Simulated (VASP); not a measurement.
Computed with optB88-vdW, VASP's PBE PAW potentials (set 64) (plane waves; VASP).

VASP ran on this input.

### INCAR
```
SYSTEM  =  AlSb
PREC  =  Accurate; ENCUT  =  520; LREAL  =  .FALSE.
LASPH  =  .TRUE.
EDIFF  =  1E-7; NELM  =  100; ALGO  =  Normal
LMAXMIX  =  4
ISMEAR  =  -5
GGA  =  BO; LUSE_VDW  =  .TRUE.; AGGAC  =  0.0
PARAM1  =  0.1833333333; PARAM2  =  0.22
ISIF  =  2
LWAVE  =  .FALSE.; LCHARG  =  .TRUE.; LORBIT  =  11
NEDOS  =  601
```

### KPOINTS
```
kpoints
0
G
8 8 8
```

File POSCAR:
```
AlSb
1.0
  0.0000000000   3.1107970116   3.1107970116
  3.1107970116   0.0000000000   3.1107970116
  3.1107970116   3.1107970116   0.0000000000
Al Sb
1 1
Cart
  0.0000000000   0.0000000000   0.0000000000
  1.5553985058   1.5553985058   1.5553985058
```

POTCAR, in this order: Al Sb (PBE.64 set). Program: vasp_std.

The resulting files:

File OSZICAR:
```
       N       E                     dE             d eps       ncg     rms          rms(c)
DAV:   1     0.208665240449E+02    0.20867E+02   -0.27511E+03   464   0.718E+02
DAV:   2    -0.434587336699E+01   -0.25212E+02   -0.24983E+02   616   0.875E+01
DAV:   3    -0.496477541128E+01   -0.61890E+00   -0.61890E+00   624   0.175E+01
DAV:   4    -0.496934341580E+01   -0.45680E-02   -0.45680E-02   704   0.183E+00
DAV:   5    -0.496935494494E+01   -0.11529E-04   -0.11529E-04   576   0.846E-02    0.299E+00
DAV:   6    -0.490118548408E+01    0.68169E-01   -0.14204E-01   504   0.188E+00    0.186E+00
DAV:   7    -0.488568311460E+01    0.15502E-01   -0.12409E-01   584   0.194E+00    0.489E-01
DAV:   8    -0.488635508187E+01   -0.67197E-03   -0.83683E-03   544   0.563E-01    0.101E-01
DAV:   9    -0.488650411018E+01   -0.14903E-03   -0.41677E-04   512   0.162E-01    0.231E-02
DAV:  10    -0.488652647032E+01   -0.22360E-04   -0.38590E-05   576   0.396E-02    0.107E-02
DAV:  11    -0.488653387881E+01   -0.74085E-05   -0.10502E-05   472   0.273E-02    0.513E-03
DAV:  12    -0.488653409624E+01   -0.21743E-06   -0.34221E-07   664   0.433E-03    0.717E-04
DAV:  13    -0.488653415329E+01   -0.57054E-07   -0.20151E-08   328   0.104E-03
   1 F= -.48865342E+01 E0= -.48865342E+01  d E =0.000000E+00
```

### OUTCAR
```
------------------------ aborting loop because EDIFF is reached ----------------------------------------
  FORCE on cell =-STRESS in cart. coord.  units (eV):
  Direction    XX          YY          ZZ          XY          YZ          ZX
  --------------------------------------------------------------------------------------
  Total        0.0024032      0.0024032      0.0024032      0.0000000      0.0000000     -0.0000000
  in kB        0.0639529      0.0639529      0.0639529      0.0000000      0.0000000     -0.0000000
  external PRESSURE =       0.0639529 kB  Pullay stress =       0.0000000 kB
  volume of cell :       60.21
      direct lattice vectors                 reciprocal lattice vectors
     0.000000000  3.110797012  3.110797012    -0.160730513  0.160730513  0.160730513
     3.110797012  0.000000000  3.110797012     0.160730513 -0.160730513  0.160730513
     3.110797012  3.110797012  0.000000000     0.160730513  0.160730513 -0.160730513
 POSITION                                       TOTAL-FORCE (eV/Angst)
 -----------------------------------------------------------------------------------
      0.00000      0.00000      0.00000         0.000000      0.000000      0.000000
      1.55540      1.55540      1.55540        -0.000000     -0.000000     -0.000000
 -----------------------------------------------------------------------------------
    total drift:                                0.000000      0.000000      0.000000
  FREE ENERGIE OF THE ION-ELECTRON SYSTEM (eV)
  ---------------------------------------------------
  free  energy   TOTEN  =        -4.8865341533 eV

  energy  without entropy=       -4.8865341533  energy(sigma->0) =       -4.88653415

 total charge

# of ion       s       p       d       tot
------------------------------------------
    1        0.416   0.343   0.000   0.759
    2        1.120   1.404   0.022   2.546
--------------------------------------------------
tot          1.536   1.748   0.022   3.305
```
(Selected blocks of OUTCAR.)

### OUTCAR
```
 val. band max:        4.3186853003   @ k =   0.0000   0.0000   0.0000

 cond. band min:       5.5578520601   @ k =   0.5000   0.0000   0.0000


 Fermi energy:         4.3269730782

 k-point     1 :       0.0000    0.0000    0.0000
  band No.  band energies     occupation
      1      -6.1856      2.00000
      2       4.3187      2.00000
      3       4.3187      2.00000
      4       4.3187      2.00000
      5       5.5703      0.00000
      6       7.4454      0.00000
      7       7.4454      0.00000
      8       7.4454      0.00000

 k-point     2 :       0.1250    0.0000    0.0000
  band No.  band energies     occupation
      1      -6.0501      2.00000
      2       2.8774      2.00000
      3       4.1422      2.00000
      4       4.1422      2.00000
      5       6.2056      0.00000
      6       7.7176      0.00000
      7       7.7176      0.00000
      8       7.9957      0.00000

 k-point     3 :       0.2500    0.0000    0.0000
  band No.  band energies     occupation
      1      -5.6712      2.00000
      2       1.0774      2.00000
      3       3.8079      2.00000
      4       3.8079      2.00000
      5       5.9677      0.00000
      6       8.1117      0.00000
      7       8.1117      0.00000
      8       9.7206      0.00000

 k-point     4 :       0.3750    0.0000    0.0000
  band No.  band energies     occupation
      1      -5.1717      2.00000
      2      -0.3312      2.00000
      3       3.5482      2.00000
      4       3.5482      2.00000
      5       5.6677      0.00000
      6       8.1462      0.00000
      7       8.1462      0.00000
      8      10.9867      0.00000

 k-point     5 :       0.5000    0.0000    0.0000
  band No.  band energies     occupation
      1      -4.8978      2.00000
      2      -0.9149      2.00000
      3       3.4547      2.00000
      4       3.4547      2.00000
      5       5.5579      0.00000
      6       8.0914      0.00000
      7       8.0914      0.00000
...
```

Unless said otherwise, spin-orbit coupling is left out, though it shifts the bands of the heavy elements here.

The compound is AlSb in the zinc blende structure. It was relaxed first.
